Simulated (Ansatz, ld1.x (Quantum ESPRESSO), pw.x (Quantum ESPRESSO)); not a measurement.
**pw.x on fcc Os: one setting changed**

Potential: norm-conserving Troullier–Martins (Kleinman–Bylander form), ld1.x (Quantum ESPRESSO) 7.5, PBE; core [Xe] 4f14, reference 5d6 6s1.5 6p0.5; waves: 6s (bound): rc 1.90 bohr; 6p (bound): rc 3.25 bohr; 5d (bound): rc 3.54 bohr; local part: all-electron potential smoothed inside 2.25 bohr (lloc = -2); core correction: Bessel-smoothed model core inside 1.60 bohr.

The reference run (k-mesh 15³, cutoffs 55/220 Ry, Fermi–Dirac 0.01 Ry, mixing_beta 0.4, conv_thr 1e-9, no spin) gives -0.23 GPa at 14.323 Å³/atom, where all-electron LAPW gives 0.41 GPa. This run, with its own iteration cap, changes smearing to box, a wrong or extreme entry chosen on purpose.

```
&control
  calculation='scf', prefix='x', pseudo_dir='./', outdir='./tmp', tstress=.true., disk_io='none'
/
&system
  ibrav=0, nat=1, ntyp=1, ecutwfc=55, ecutrho=220, nbnd=11,
  occupations='smearing', smearing='box', degauss=0.01
/
&electrons
  conv_thr=1e-09, mixing_beta=0.4, electron_maxstep=70
/
ATOMIC_SPECIES
Os 1.0 Os.UPF
CELL_PARAMETERS angstrom
  0.00000000 1.92753083 1.92753083
  1.92753083 0.00000000 1.92753083
  1.92753083 1.92753083 0.00000000
ATOMIC_POSITIONS crystal
Os 0.0000 0.0000 0.0000
K_POINTS automatic
15 15 15 0 0 0
```

```bash
pw.x < Os.scf.in > Os.scf.out
```

Question: How does the run end?

Answer: It stops with "set_occupations: smearing box unknown".

```
Error in routine  set_occupations (1):
      smearing box unknown
```
